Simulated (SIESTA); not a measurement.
The system is La.

```
La
1.0
     3.75000    0.00000    0.00000
    -1.87500    3.24760    0.00000
     0.00000    0.00000    6.07000
La
2
Direct
  0.66667 0.33333 0.75000
  0.33333 0.66667 0.25000
```

This isn't the form of La at room conditions, which is double hcp.

- Program: SIESTA 5.4.2
- Task: single point
- Functional: PBE
- Potentials or basis: PseudoDojo 0.4 standard (PBE files)
- Basis: DZP (energy shift 0.003 Ry; two zetas on semicore shells)
- Grid cutoff: 800 Ry
- Energy shift: 0.003 Ry
- k mesh: 8 × 8 × 5
- Occupations: fermi-dirac, width 0.05 eV
- Spin: no spin polarisation

On this cell: pressure 3.1 GPa; largest force under 0.003 eV/Å; band gap on the k mesh none (metal or under the smearing width).

The same run follows on a disturbed copy (atoms moved at random, drawn with an rms of 0.05 Å):

```
La
1.0
     3.75000    0.00000    0.00000
    -1.87500    3.24760    0.00000
     0.00000    0.00000    6.07000
La
2
Direct
  0.66078 0.31229 0.74326
  0.33264 0.65901 0.25161
```

**Question.** What does the disturbed cell give?

**Answer.** The energy (extrapolated to zero smearing) moves by +1.7 meV/atom; pressure 3.2 GPa; largest force 0.150 eV/Å; band gap on the k mesh none (metal or under the smearing width).

Forces on the atoms (eV/Å):
```
La   0.000 -0.009  0.150
La   0.000  0.009 -0.150
```

Stress tensor (GPa, compression positive):
```
2.90 0.02 0.00
0.02 3.12 0.01
0.00 0.01 3.50
```

Caveats: the basis of atomic orbitals isn't converged, which shifts pressures, moduli and gaps.
